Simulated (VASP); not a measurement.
# Sn (Fd-3m) in VASP: notebook

One crystal, Sn, is run at these levels: PBE; tasks: single point.

Everything below comes from runs of VASP 6.6.1. Logs are shortened: lines on timing, memory, paths and dates and some standing lists are left out, and cuts for length are marked.

## Step 1: The structure

It takes space group Fd-3m (No. 227, cubic). Conventional cell: a = 6.467 Å, b = 6.467 Å, c = 6.467 Å, α = 90.00°, β = 90.00°, γ = 90.00°. Sn (site symmetry -43m) has 4 Sn at 2.80 Å as nearest neighbours.

This isn't the form of Sn at room conditions, which is tetragonal (white tin).

## Step 2: Single point, PBE

File INCAR:

```
SYSTEM = Sn
PREC = Accurate
ENCUT = 520
EDIFF = 1E-7
ISMEAR = 0
SIGMA = 0.02
LREAL = .False.
LASPH = .True.
NELM = 80
ALGO = Normal
ISIF = 2
LWAVE = .False.
LCHARG = .False.
GGA = PE
```

File KPOINTS:

```
regular mesh
0
Gamma
  4 4 4
  0 0 0
```

File POSCAR:

```
Sn
1.0
    0.0000000000      3.2333428000      3.2333428000
    3.2333428000      0.0000000000      3.2333428000
    3.2333428000      3.2333428000      0.0000000000
Sn
2
Direct
    0.0000000000      0.0000000000      0.0000000000
    0.2500000000      0.2500000000      0.2500000000
```

Potentials or basis: VASP PAW PBE potentials, release 64 (Sn_d).

Run with:

```
> cat potpaw_PBE.64/Sn_d/POTCAR > POTCAR
> mpirun -np 1 vasp_std > vasp.out
```

OUTCAR:

```text
SYSTEM = Sn
   PREC = Accurate
   ENCUT = 520
   EDIFF = 1E-7
   ISMEAR = 0
   LREAL = .False.
   LASPH = .True.
   NELM = 80
   ISIF = 2
   GGA = PE

 ion  position               nearest neighbor table
   1  0.000  0.000  0.000-   2 2.80   2 2.80   2 2.80   2 2.80
   2  0.250  0.250  0.250-   1 2.80   1 2.80   1 2.80   1 2.80

  LATTYP: Found a face centered cubic cell.
 ALAT       =     6.4666856000

  Lattice vectors:

 A1 = (   0.0000000000,   3.2333428000,   3.2333428000)
 A2 = (   3.2333428000,   0.0000000000,   3.2333428000)
 A3 = (   3.2333428000,   3.2333428000,   0.0000000000)

Analysis of symmetry for initial positions (statically):
=====================================================================
 Subroutine PRICEL returns:
 Original cell was already a primitive cell.

 Routine SETGRP: Setting up the symmetry group for a
 face centered cubic supercell.

 Subroutine GETGRP returns: Found 48 space group operations
 (whereof 24 operations were pure point group operations)
 out of a pool of 48 trial point group operations.

The static configuration has the point symmetry T_d .
 The point group associated with its full space group is O_h .

Analysis of symmetry for dynamics (positions and initial velocities):
=====================================================================
 Subroutine PRICEL returns:
 Original cell was already a primitive cell.

 Routine SETGRP: Setting up the symmetry group for a
 face centered cubic supercell.

 Subroutine GETGRP returns: Found 48 space group operations
 (whereof 24 operations were pure point group operations)
 out of a pool of 48 trial point group operations.

The dynamic configuration has the point symmetry T_d .
 The point group associated with its full space group is O_h .

 Subroutine INISYM returns: Found 48 space group operations
 (whereof 24 operations are pure point group operations),
 and found     1 'primitive' translations

----------------------------------------------------------------------------------------

                                     Primitive cell

  volume of cell :      67.6060

  direct lattice vectors                    reciprocal lattice vectors
     0.000000000  3.233342800  3.233342800    -0.154638723  0.154638723  0.154638723
     3.233342800  0.000000000  3.233342800     0.154638723 -0.154638723  0.154638723
     3.233342800  3.233342800  0.000000000     0.154638723  0.154638723 -0.154638723

  length of vectors
     4.572637240  4.572637240  4.572637240     0.267842124  0.267842124  0.267842124
[... 64 lines left out ...]
   EDIFF  = 0.1E-06   stopping-criterion for ELM
   LREAL  =      F    real-space projection
   EDIFFG = 0.1E-05   stopping-criterion for IOM
   NSW    =      0    number of steps for IOM
   IBRION =     -1    ionic relax: 0-MD 1-quasi-New 2-CG
   NFREE  =      0    steps in history (QN), initial steepest desc. (CG)
   ISIF   =      2    stress and relaxation
   ISYM   =      2    0-nonsym 1-usesym 2-fastsym
   POTIM  = 0.5000    time-step for ionic-motion
   TEBEG  =    0.0;   TEEND  =   0.0 temperature during run
   PSTRESS=    0.0 pullay stress
   NELECT =      28.0000    total number of electrons
   NUPDOWN=      -1.0000    fix difference up-down
   EMIN   =  10.00;   EMAX   =-10.00  energy-range for DOS
   EFERMI =   0.00;   METHOD = LEGACY
   ISMEAR =     0;   SIGMA  =   0.02  broadening in eV -4-tet -1-fermi 0-gaus
   EFERMI_NEDOS =   21; number of points for ismear=-14 and -15
   IALGO  =     38    algorithm
   IMIX   =      4    mixing-type and parameters
     AMIX     =   0.40;   BMIX     =  1.00
     AMIX_MAG =   1.60;   BMIX_MAG =  1.00
  volume/ion in A,a.u.               =      33.80       228.11
  Fermi-wavevector in a.u.,A,eV,Ry     =   1.220298  2.306028 20.260793  1.489126
  Thomas-Fermi vector in A             =   2.355520
   LORBIT       =      0    0 simple, 1 ext, 2 COOP (PROOUT), +10 PAW based schemes
   GGA     = PE    functional components
   LHFCALC =     F    Hartree Fock is set to
   AEXX    =    0.0000 exact exchange contribution
   IVDW    =     0    specifies the selected vdW correction
   LEPSILON=     F    determine dielectric tensor
   LRPA    =     F    only Hartree local field effects (RPA)
 non-spin polarized calculation
 Gauss-broadening in eV      SIGMA  =   0.02
  energy-cutoff  :      520.00
  volume of cell :       67.61
 maximum number of plane-waves:      1837
 NGX is ok and might be reduce to    36
   NGX = 17   NGY = 17   NGZ = 17

 number of electron      28.0000008 magnetization

 Free energy of the ion-electron system (eV)
  ---------------------------------------------------
  ext. energy  EPLUGINS =         0.00000000
  ---------------------------------------------------
  free energy    TOTEN  =        -7.42716845 eV

  energy without entropy =       -7.42646321  energy(sigma->0) =       -7.42681583

 E-fermi :   5.7942     XC(G=0):  -8.8994

 val. band max:        5.2216818607   @ k =   0.0000   0.0000   0.0000
 cond. band min:       5.7942497884   @ k =   0.5000   0.0000   0.0000
 fundamental gap:      0.5725679277
 Fermi energy:         5.7942497842

 k-point     1 :       0.0000    0.0000    0.0000
  band No.  band energies     occupation
      1     -15.9070      2.00000
      2     -15.9070      2.00000
      3     -15.9070      2.00000
      4     -15.8465      2.00000
      5     -15.8465      2.00000
      6     -15.5282      2.00000
[... 145 lines left out ...]
      5     -15.6897      2.00000
      6     -15.6897      2.00000
[... 10 lines left out ...]
     17       9.8234      0.00000
     18       9.8234      0.00000

------------------------ aborting loop because EDIFF is reached ----------------------------------------

  FORCE on cell =-STRESS in cart. coord.  units (eV):
  Direction    XX          YY          ZZ          XY          YZ          ZX
  --------------------------------------------------------------------------------------
  -------------------------------------------------------------------------------------
  Total        1.8901586      1.8901586      1.8901586     -0.0000000     -0.0000000     -0.0000000
  in kB       44.7943857     44.7943857     44.7943857     -0.0000000     -0.0000000     -0.0000000
  external PRESSURE =      44.7943857 kB  Pullay stress =       0.0000000 kB

 VOLUME and BASIS-vectors are now :
 -----------------------------------------------------------------------------
  energy-cutoff  :      520.00
  volume of cell :       67.61
      direct lattice vectors                 reciprocal lattice vectors
     0.000000000  3.233342800  3.233342800    -0.154638723  0.154638723  0.154638723
     3.233342800  0.000000000  3.233342800     0.154638723 -0.154638723  0.154638723
     3.233342800  3.233342800  0.000000000     0.154638723  0.154638723 -0.154638723

 POSITION                                       TOTAL-FORCE (eV/Angst)
 -----------------------------------------------------------------------------------
      0.00000      0.00000      0.00000        -0.000000     -0.000000     -0.000000
      1.61667      1.61667      1.61667         0.000000      0.000000      0.000000
 -----------------------------------------------------------------------------------
    total drift:                                0.000000      0.000000      0.000000

  FREE ENERGIE OF THE ION-ELECTRON SYSTEM (eV)
  ---------------------------------------------------
  free  energy   TOTEN  =        -7.4271684456 eV

  energy  without entropy=       -7.4264632075  energy(sigma->0) =       -7.42681583
```

stdout:

```text
POSCAR found type information on POSCAR Sn
 POSCAR found :  1 types and       2 ions
 scaLAPACK will be used
 LDA part: xc-table for (Slater+PW92), standard interpolation
 POSCAR, INCAR and KPOINTS ok, starting setup
 FFT: planning ... GRIDC
 FFT: planning ... GRID_SOFT
 FFT: planning ... GRID
 WAVECAR not read
 entering main loop
```

Run time: 13 s. Hardware: 1 thread of Intel Xeon Platinum 8488C (Sapphire Rapids), shared host; peak memory 0.19 GiB.

Results:

* Free energy: -7.4272 eV
* Pressure: 4.5 GPa
* Band gap on the k mesh: none (metal or under the smearing width)

Caveat: the k mesh is coarse (spacing up to 0.42 Å⁻¹), so the values aren't converged.

## Step 3: Single point, PBE

INCAR is that of step 2.

KPOINTS is that of step 2.

POSCAR is that of step 2.

Potentials or basis: VASP PAW PBE potentials, release 64 (Sn_d).

Run with:

```
> cat potpaw_PBE.64/Sn_d/POTCAR > POTCAR
> mpirun -np 1 vasp_std > vasp.out
```

Wall time 10 s (1 thread of Intel Xeon Platinum 8488C (Sapphire Rapids), shared host); peak memory 0.19 GiB.

Results (log left out):

```
Free energy            : -7.4272 eV
Pressure               : 4.5 GPa
Band gap on the k mesh : none (metal or under the smearing width)
```

Levels at points of the mesh, in eV from the Fermi level:
| k point | band 12 | band 13 | band 14 | band 15 | band 16 | band 17 |
| --- | --- | --- | --- | --- | --- | --- |
| (0.00, 0.00, 0.00) | -0.57 | 0.07 | 0.07 | 0.07 | 2.14 | 2.14 |
| (0.50, 0.00, 0.00) | -6.35 | -1.15 | -1.15 | 0.00 | 3.21 | 3.21 |
| (0.50, 0.50, 0.00) | -7.56 | -2.51 | -2.51 | 0.79 | 0.79 | 7.78 |

Caveat: the k mesh is coarse (spacing up to 0.42 Å⁻¹), so the values aren't converged.

## Step 4: Single point, PBE

INCAR is that of step 3.

File KPOINTS:

```
regular mesh
0
Gamma
  6 6 6
  0 0 0
```

POSCAR is that of step 3.

Potentials or basis: VASP PAW PBE potentials, release 64 (Sn_d).

Run with:

```
> cat potpaw_PBE.64/Sn_d/POTCAR > POTCAR
> mpirun -np 1 vasp_std > vasp.out
```

OUTCAR:

```text
SYSTEM = Sn
   PREC = Accurate
   ENCUT = 520
   EDIFF = 1E-7
   ISMEAR = 0
   LREAL = .False.
   LASPH = .True.
   NELM = 80
   ISIF = 2
   GGA = PE

 ion  position               nearest neighbor table
   1  0.000  0.000  0.000-   2 2.80   2 2.80   2 2.80   2 2.80
   2  0.250  0.250  0.250-   1 2.80   1 2.80   1 2.80   1 2.80

  LATTYP: Found a face centered cubic cell.
 ALAT       =     6.4666856000

  Lattice vectors:

 A1 = (   0.0000000000,   3.2333428000,   3.2333428000)
 A2 = (   3.2333428000,   0.0000000000,   3.2333428000)
 A3 = (   3.2333428000,   3.2333428000,   0.0000000000)

Analysis of symmetry for initial positions (statically):
=====================================================================
 Subroutine PRICEL returns:
 Original cell was already a primitive cell.

 Routine SETGRP: Setting up the symmetry group for a
 face centered cubic supercell.

 Subroutine GETGRP returns: Found 48 space group operations
 (whereof 24 operations were pure point group operations)
 out of a pool of 48 trial point group operations.

The static configuration has the point symmetry T_d .
 The point group associated with its full space group is O_h .

Analysis of symmetry for dynamics (positions and initial velocities):
=====================================================================
 Subroutine PRICEL returns:
 Original cell was already a primitive cell.

 Routine SETGRP: Setting up the symmetry group for a
 face centered cubic supercell.

 Subroutine GETGRP returns: Found 48 space group operations
 (whereof 24 operations were pure point group operations)
 out of a pool of 48 trial point group operations.

The dynamic configuration has the point symmetry T_d .
 The point group associated with its full space group is O_h .

 Subroutine INISYM returns: Found 48 space group operations
 (whereof 24 operations are pure point group operations),
 and found     1 'primitive' translations

[... 103 lines left out ...]
   IMIX   =      4    mixing-type and parameters
     AMIX     =   0.40;   BMIX     =  1.00
     AMIX_MAG =   1.60;   BMIX_MAG =  1.00
  volume/ion in A,a.u.               =      33.80       228.11
  Fermi-wavevector in a.u.,A,eV,Ry     =   1.220298  2.306028 20.260793  1.489126
  Thomas-Fermi vector in A             =   2.355520
   LORBIT       =      0    0 simple, 1 ext, 2 COOP (PROOUT), +10 PAW based schemes
   GGA     = PE    functional components
   LHFCALC =     F    Hartree Fock is set to
   AEXX    =    0.0000 exact exchange contribution
   IVDW    =     0    specifies the selected vdW correction
   LEPSILON=     F    determine dielectric tensor
   LRPA    =     F    only Hartree local field effects (RPA)
 non-spin polarized calculation
 Gauss-broadening in eV      SIGMA  =   0.02
  energy-cutoff  :      520.00
  volume of cell :       67.61
 maximum number of plane-waves:      1853
 NGX is ok and might be reduce to    36
   NGX = 17   NGY = 17   NGZ = 17

 number of electron      28.0000008 magnetization

 Free energy of the ion-electron system (eV)
  ---------------------------------------------------
  ext. energy  EPLUGINS =         0.00000000
  ---------------------------------------------------
  free energy    TOTEN  =        -7.59177005 eV

  energy without entropy =       -7.59156109  energy(sigma->0) =       -7.59166557

 E-fermi :   5.7747     XC(G=0):  -8.9172

 val. band max:        5.3959502475   @ k =   0.1667   0.0000   0.0000
 cond. band min:       5.7746909932   @ k =   0.5000   0.0000   0.0000
 fundamental gap:      0.3787407457
 Fermi energy:         5.7746909884

 k-point     1 :       0.0000    0.0000    0.0000
  band No.  band energies     occupation
      1     -15.9422      2.00000
      2     -15.9422      2.00000
      3     -15.9422      2.00000
      4     -15.8812      2.00000
      5     -15.8812      2.00000
      6     -15.5634      2.00000
[... 313 lines left out ...]
      5     -15.7195      2.00000
      6     -15.7195      2.00000
[... 10 lines left out ...]
     17      11.1560      0.00000
     18      11.1560      0.00000

------------------------ aborting loop because EDIFF is reached ----------------------------------------

  FORCE on cell =-STRESS in cart. coord.  units (eV):
  Direction    XX          YY          ZZ          XY          YZ          ZX
  --------------------------------------------------------------------------------------
  -------------------------------------------------------------------------------------
  Total        1.6164883      1.6164883      1.6164883      0.0000000      0.0000000     -0.0000000
  in kB       38.3087424     38.3087424     38.3087424      0.0000000      0.0000000     -0.0000000
  external PRESSURE =      38.3087424 kB  Pullay stress =       0.0000000 kB

 VOLUME and BASIS-vectors are now :
 -----------------------------------------------------------------------------
  energy-cutoff  :      520.00
  volume of cell :       67.61
      direct lattice vectors                 reciprocal lattice vectors
     0.000000000  3.233342800  3.233342800    -0.154638723  0.154638723  0.154638723
     3.233342800  0.000000000  3.233342800     0.154638723 -0.154638723  0.154638723
     3.233342800  3.233342800  0.000000000     0.154638723  0.154638723 -0.154638723

 POSITION                                       TOTAL-FORCE (eV/Angst)
 -----------------------------------------------------------------------------------
      0.00000      0.00000      0.00000        -0.000000     -0.000000     -0.000000
      1.61667      1.61667      1.61667         0.000000      0.000000      0.000000
 -----------------------------------------------------------------------------------
    total drift:                                0.000000      0.000000      0.000000

  FREE ENERGIE OF THE ION-ELECTRON SYSTEM (eV)
  ---------------------------------------------------
  free  energy   TOTEN  =        -7.5917700543 eV

  energy  without entropy=       -7.5915610948  energy(sigma->0) =       -7.59166557
```

stdout:

```text
POSCAR found type information on POSCAR Sn
 POSCAR found :  1 types and       2 ions
 scaLAPACK will be used
 LDA part: xc-table for (Slater+PW92), standard interpolation
 POSCAR, INCAR and KPOINTS ok, starting setup
 FFT: planning ... GRIDC
 FFT: planning ... GRID_SOFT
 FFT: planning ... GRID
 WAVECAR not read
 entering main loop
```

It took 18 s on 1 thread of Intel Xeon Platinum 8488C (Sapphire Rapids), shared host; peak memory 0.2 GiB.

What came out:

| Property | Result |
| --- | --- |
| Free energy | -7.5918 eV |
| Pressure | 3.8 GPa |
| Band gap on the k mesh | none (metal or under the smearing width) |

Levels at points of the mesh, in eV from the Fermi level:
| k point | band 12 | band 13 | band 14 | band 15 | band 16 | band 17 |
| --- | --- | --- | --- | --- | --- | --- |
| (0.00, 0.00, 0.00) | -0.58 | 0.07 | 0.07 | 0.07 | 2.15 | 2.15 |
| (0.50, 0.00, 0.00) | -6.35 | -1.15 | -1.15 | 0.00 | 3.22 | 3.22 |
| (0.50, 0.50, 0.00) | -7.56 | -2.51 | -2.51 | 0.80 | 0.80 | 7.78 |

[end of part 1 of 2]
